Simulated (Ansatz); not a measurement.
## Li₂Se: pressure against volume

Li₂Se, Fm-3m, a = 6.005 Å. Ansatz: PBE, PAW, 420 eV, Γ-centred 8×8×8 mesh on 3 atoms, Gaussian smearing 0.02 eV; no spin polarisation. Symmetry fixes shape and atoms, so the cell is only scaled; pressure is positive in compression.

```tsv
V (Å³/atom)	P (GPa)
16.962	?
17.504	1.11
18.045	0.02
18.586	-0.92
19.128	-1.74
```

Question: Take V0 = 18.045 Å³/atom, count pressures from its P0 = 0.02 GPa, fit the third-order Birch–Murnaghan form to the other rows, and predict the missing pressure.

Answer: With the Eulerian strain f = ½[(V0/V)^(2/3) − 1] and y = (P − P0)/[3f(1 + 2f)^(5/2)], the form is the line y = B0 + 1.5 B0 (B0′ − 4) f. Rows (f, y): 0.01025, 33.7; -0.00975, 33.8; -0.01906, 33.9. Means f = -0.006187, y = 33.800; Σ(Δf)² = 0.0004486, ΣΔfΔy = -0.002931; the slope is their ratio. y = 33.76 − 6.534 f GPa, so B0 = 33.8 GPa and B0′ = 4 + 2 × (-6.534)/(3 × 33.76) = 3.87. At V = 16.962, f = 0.02106, y = 33.62 and P = 2.38 GPa. The run gave 2.38 GPa, the same to the digits shown. The form still works here, 33 % of the fitted range beyond its end.